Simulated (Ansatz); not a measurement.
Ansatz input file:

```yaml
crystal:
  lattice:
    - [3.5813084463, -3.2034750206, -0.1741504753]
    - [3.5813084463, 3.2034750206, -0.1741504753]
    - [-1.3969589309, 0.0, 3.0597664739]
  atoms:
    - { symbol: Bi, position: [0.2497598313, 0.2497598313, 0.1192027822] }
    - { symbol: Bi, position: [0.7502401687, 0.7502401687, 0.8807972178] }
basis:
  ecutwfc: 420
kpoints:
  mp_grid: { grid: [10, 10, 14] }
hamiltonian:
  xc: pbesol
scf:
  occupations: { method: gaussian, width: 0.1 }
output:
  forces: true
  stress: true
  eigenvalues: true
relax:
  adjacent_minimum: "off"
  f_tol: 0.01
  max_steps: 30
  cell: { stress_tol: 0.1, fix: [volume] }
```

Launched with
```bash
ansatz run input.yaml --threads 1 --pin off --max-ram 2560MiB --backend cpu --events-out ev --progress --plain --runs-dir out
```

Level of theory: DFT PBEsol, scalar-relativistic, plane waves, PAW in Ansatz 0.2.0.

From the run's log, abridged (iterations and final results):

```
SCF iter   1: F=—  HF=-24483.934971 eV  |F-HF|=—  |Δ(HF+E_count)|=         —  Δρ=1.54e-3  dr2=1.79e-3  ethr=1.77e-3  ⟨swp⟩=5.9  Hψ=35554  notcnv=0
SCF iter   2: F=—  HF=-24483.933385 eV  |F-HF|=—  |Δ(HF+E_count)|=   1.59e-3  Δρ=1.07e-3  dr2=9.24e-4  ethr=5.98e-6  ⟨swp⟩=2.3  Hψ=15233  notcnv=0
SCF iter   3: F=—  HF=-24483.933216 eV  |F-HF|=—  |Δ(HF+E_count)|=   1.69e-4  Δρ=5.68e-4  dr2=1.40e-4  ethr=3.08e-6  ⟨swp⟩=2.0  Hψ=13255  notcnv=0
SCF iter   4: F=—  HF=-24483.933164 eV  |F-HF|=—  |Δ(HF+E_count)|=   5.24e-5  Δρ=3.17e-4  dr2=4.74e-5  ethr=4.66e-7  ⟨swp⟩=2.8  Hψ=13681  notcnv=0
SCF iter   5: F=—  HF=-24483.933143 eV  |F-HF|=—  |Δ(HF+E_count)|=   2.02e-5  Δρ=3.14e-5  dr2=9.28e-7  ethr=1.58e-7  ⟨swp⟩=2.0  Hψ=12442  notcnv=0
SCF iter   6: F=—  HF=-24483.933144 eV  |F-HF|=—  |Δ(HF+E_count)|=   4.20e-7  Δρ=2.51e-5  dr2=3.16e-7  ethr=3.09e-9  ⟨swp⟩=2.8  Hψ=13339  notcnv=0
SCF iter   7: F=-24483.933144 eV  HF=-24483.933144 eV  |F-HF|=5.39e-8  |Δ(HF+E_count)|=   1.22e-7  Δρ=1.02e-5  dr2=5.13e-8  ethr=3.33e-10  ⟨swp⟩=4.2  Hψ=33045  notcnv=0
SCF 1 converged in 7 iterations: F = -24483.933144 eV  dr2 = 5.13e-8
relax step   1: F+E_penalty+E_count = -24483.93314353 eV  Δ(F+E_penalty+E_count) = +0.000e0 eV  max|allowed force component| = 6.192e-3 eV/Å  Δτ_max = 0.0000 Å  P = -2.849 GPa  Ω = 68.648 Å³  fix = [volume]  reactions: volume -2.849 GPa (7 SCF iters, dr2 threshold 1.00e-7 eV, accepted)
Initial density: handed on by an earlier stage of this run
Initial wavefunctions: pseudopotential atomic-orbital guess (no wavefunctions were taken with the density)
SCF iter   1: F=—  HF=-24483.933142 eV  |F-HF|=—  |Δ(HF+E_count)|=         —  Δρ=9.83e-6  dr2=4.83e-8  ethr=1.71e-7  ⟨swp⟩=3.7  Hψ=57735  notcnv=0
SCF iter   2: F=—  HF=-24483.933144 eV  |F-HF|=—  |Δ(HF+E_count)|=   1.26e-6  Δρ=4.37e-6  dr2=1.01e-8  ethr=1.61e-10  ⟨swp⟩=2.6  Hψ=13911  notcnv=0
SCF iter   3: F=—  HF=-24483.933144 eV  |F-HF|=—  |Δ(HF+E_count)|=   4.94e-9  Δρ=4.57e-7  dr2=1.49e-10  ethr=3.38e-11  ⟨swp⟩=2.0  Hψ=13316  notcnv=0
SCF iter   4: F=-24483.933144 eV  HF=-24483.933144 eV  |F-HF|=4.37e-11  |Δ(HF+E_count)|=  1.46e-11  Δρ=2.30e-7  dr2=4.85e-11  ethr=1.00e-12  ⟨swp⟩=6.7  Hψ=36709  notcnv=0
SCF 2 converged in 4 iterations: F = -24483.933144 eV  dr2 = 4.85e-11
SCF converged after 4 iterations
Free energy (F): -24483.933144 eV
Harris-Foulkes:  -24483.933144 eV  (|F-HF|=4.37e-11)
Internal energy: -24483.928773 eV  (E = F + TS)
E sigma→0 (E₀):  -24483.930958 eV
Entropy (-TS):   -0.004371 eV (-2.185 meV/atom)
Fermi energy:    9.976466 eV
--- Per-component energies (eV) ---
  E_band       = -211.166068
  E_kinetic    = 603.671697
  E_local      = -3010.731819  (includes V_loc(G=0)·N_el)
  E_nonlocal   = 1123.369694
  E_hartree    = 967.178608
  E_xc         = -299.856397
  E_vxc        = -287.367100  (∫ρ·V_xc dr)
  E_paw        = -21018.910938  (= ΣΔE_a)
  E_vpaw       = -574.465242  (= ΣTr[D̂ρ^β])
  E_aug_tail   = -0.000926  (compensation charges beyond the density's cutoff)
  E_ewald      = -2848.828197
  E_core_change = 0.179504  (= ΣΔE_core)
  E_smearing   = -0.004371  (= −TS)
--- Forces (eV/Å), atoms counted from 1 ---
  atom   1  Bi    -0.00619263     0.00000000     0.00099292
  atom   2  Bi     0.00619263     0.00000000    -0.00099292
--- Stress (GPa, compression-positive) ---
       -2.819090       0.000000      -0.016184
        0.000000      -2.854795       0.000000
       -0.016184       0.000000      -2.873522
  P = ⅓ Tr σ = -2.8491 GPa (-28.491 kbar)
--- Band table (eV; the first three rows and the last of 392) ---
  k-point 0: bands = ["-12.9232", "-12.8952", "-12.8518", "-12.8267", "-12.7266", "-12.7192", "-12.7185", "-12.7124", "-12.6691", "-12.5850", "-3.0678", "0.7760", "7.0386", "7.0715", "12.7394", "13.2439", "13.3373", "14.2249", "14.2742"]
  k-point 1: bands = ["-12.9211", "-12.8857", "-12.8410", "-12.8245", "-12.7300", "-12.7267", "-12.7177", "-12.7149", "-12.6701", "-12.5871", "-2.9903", "0.7824", "7.0959", "7.1826", "12.8654", "12.9737", "13.2781", "13.4764", "13.6175"]
  k-point 2: bands = ["-12.9144", "-12.8594", "-12.8184", "-12.8129", "-12.7403", "-12.7364", "-12.7229", "-12.7228", "-12.6732", "-12.5930", "-2.7603", "0.8065", "7.1715", "7.5921", "11.6011", "12.1312", "12.8939", "13.1849", "13.3860"]
  k-point 391: bands = ["-12.8714", "-12.8250", "-12.8130", "-12.7816", "-12.7669", "-12.7631", "-12.7018", "-12.6617", "-12.6454", "-12.6125", "-0.4804", "0.8614", "5.8714", "7.1891", "7.8841", "10.5813", "11.6520", "11.9492", "15.6138"]
--- Relaxed structure (1 steps of the walk, 1 accepted, 1 SCFs on fresh bases) ---
  F+E_penalty+E_count = -24483.93314355 eV   max|allowed force component| = 6.193e-3 eV/Å   (the final SCF, on the basis selected at the relaxed cell)
  cell:  # Å, volume = 68.6485 Å³
    - [3.5813084463, -3.2034750206, -0.1741504753]
    - [3.5813084463, 3.2034750206, -0.1741504753]
    - [-1.3969589309, 0.0, 3.0597664739]
  atoms:
    - { symbol: Bi, position: [0.24975983, 0.24975983, 0.1192027822] }
    - { symbol: Bi, position: [0.75024016, 0.75024016, 0.8807972178] }
```

The relaxation met its thresholds.

It took 45 s on 1 thread of Arm Neoverse V2, with other jobs on the host, peak memory 0.67 GiB.

Spin–orbit coupling is left out, which can shift energies with elements as heavy as these.